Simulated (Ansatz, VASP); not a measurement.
**TiO2 (Anatase): VASP beside Ansatz**

```
CELL_PARAMETERS angstrom
-1.89961 1.89961 4.84851
1.89961 -1.89961 4.84851
1.89961 1.89961 -4.84851
ATOMIC_POSITIONS crystal
Ti 0.00000 0.00000 0.00000
Ti 0.75000 0.25000 0.50000
O 0.20649 0.20649 0.00000
O 0.95649 0.45649 0.50000
O 0.54351 0.04351 0.50000
O 0.79351 0.79351 0.00000
```

Alike in both runs: task single point; functional PBE; k mesh 10 × 10 × 10; occupations gaussian, width 0.02 eV; no spin polarisation.

|  | VASP | Ansatz |
| --- | --- | --- |
| version | VASP 6.6.1 | Ansatz 0.2.0 |
| potentials or method | VASP PAW PBE potentials, release 64 (Ti_sv, O) | scalar-relativistic, plane waves, PAW |
| plane-wave cutoff (eV) | 520 | 420 |
| valence electrons in the cell | 48 | 48 |

```csv
,VASP,Ansatz,Ansatz less VASP
gap on the k mesh at the Fermi level (eV),2.11,2.13,+0.023
least direct gap on the mesh (eV),2.41,2.43,+0.022
```

A k mesh can miss the band edges.
